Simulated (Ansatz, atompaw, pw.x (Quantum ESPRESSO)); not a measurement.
What a changed setting does to a pw.x run (fcc Ru)

Potential: PAW, atompaw 4.2.0.5, LDA (PW92); core [Ar] 3d10, reference 4s2 4p6 4d7 5s1 5p0; waves: 4s (bound): rc 1.40 bohr; 5s (bound): rc 1.55 bohr; 4p (bound): rc 1.20 bohr; 5p (bound, empty): rc 2.45 bohr; 4d (bound): rc 2.45 bohr; 4d channel at -0.25 Ry: rc 2.45 bohr; local part: bessel scheme, radius 1.85 bohr; core correction: smooth core density matched at 2.40 bohr; augmentation: sinc compensation charge, radius 1.85 bohr; PAW radius 2.45 bohr; waves and projectors: custom rrkj gramschmidtortho.

The reference run (k-mesh 15³, cutoffs 120/900 Ry, Fermi–Dirac 0.01 Ry, mixing_beta 0.4, conv_thr 1e-9, no spin) gives 4.37 GPa at 13.127 Å³/atom, where all-electron LAPW gives 0.99 GPa. This run, with its own iteration cap, changes k-mesh points per axis to 6.

```
&control
  calculation='scf', prefix='x', pseudo_dir='./', outdir='./tmp', tstress=.true., disk_io='none'
/
&system
  ibrav=0, nat=1, ntyp=1, ecutwfc=120, ecutrho=900, nbnd=16,
  occupations='smearing', smearing='fd', degauss=0.01
/
&electrons
  conv_thr=1e-09, mixing_beta=0.4, electron_maxstep=70
/
ATOMIC_SPECIES
Ru 1.0 Ru.UPF
CELL_PARAMETERS angstrom
  0.00000000 1.87231319 1.87231319
  1.87231319 0.00000000 1.87231319
  1.87231319 1.87231319 0.00000000
ATOMIC_POSITIONS crystal
Ru 0.0000 0.0000 0.0000
K_POINTS automatic
6 6 6 0 0 0
```

```bash
pw.x < Ru.scf.in > Ru.scf.out
```

**Question.** How does the run end?

**Answer.** It converges in 13 iterations; the free energy moves by +84.7 meV/atom and the pressure by +2.29 GPa.

```
Message from routine setup:
     using ibrav=0 with symmetry is DISCOURAGED, use correct ibrav instead
     lattice parameter (alat)  =       5.0037  a.u.
     unit-cell volume          =      88.5854 (a.u.)^3
     number of electrons       =        16.00
     number of Kohn-Sham states=           16
     kinetic-energy cutoff     =     120.0000  Ry
     charge density cutoff     =     900.0000  Ry
     scf convergence threshold =      1.0E-09
     Exchange-correlation= SLA PW NOGX NOGC
     number of k points=    16  Fermi-Dirac smearing, width (Ry)=  0.0100
     iteration #  1     ecut=   120.00 Ry     beta= 0.40
     total energy              =    -422.65974689 Ry
     estimated scf accuracy    <       0.25808604 Ry
     iteration #  2     ecut=   120.00 Ry     beta= 0.40
     total energy              =    -422.70220851 Ry
     estimated scf accuracy    <       0.00191270 Ry
     iteration #  3     ecut=   120.00 Ry     beta= 0.40
     total energy              =    -422.70368795 Ry
     estimated scf accuracy    <       0.00300562 Ry
     [... 7 iterations left out ...]
     iteration # 11     ecut=   120.00 Ry     beta= 0.40
     total energy              =    -422.70648153 Ry
     estimated scf accuracy    <          8.0E-09 Ry
     iteration # 12     ecut=   120.00 Ry     beta= 0.40
     total energy              =    -422.70648153 Ry
     estimated scf accuracy    <          5.3E-09 Ry
     iteration # 13     ecut=   120.00 Ry     beta= 0.40
     the Fermi energy is    23.0554 ev
!    total energy              =    -422.70648153 Ry
     estimated scf accuracy    <          7.0E-11 Ry
     smearing contrib. (-TS)   =      -0.00578473 Ry
     The total energy is F=E-TS. E is the sum of the following terms:
     one-electron contribution =     -25.14685082 Ry
     hartree contribution      =      37.49738261 Ry
     xc contribution           =     -21.13457756 Ry
     ewald contribution        =    -165.86657661 Ry
     one-center paw contrib.   =    -248.05007442 Ry
     convergence has been achieved in  13 iterations
          total   stress  (Ry/bohr**3)                   (kbar)     P=       66.63
     Message from routine punch:
     Nothing written, as per user request (disk_io='none')
```

The run took about 9 s on one core of a shared host (AMD EPYC 9R45 96-Core Processor, 96 threads, 376 GiB, load 51).
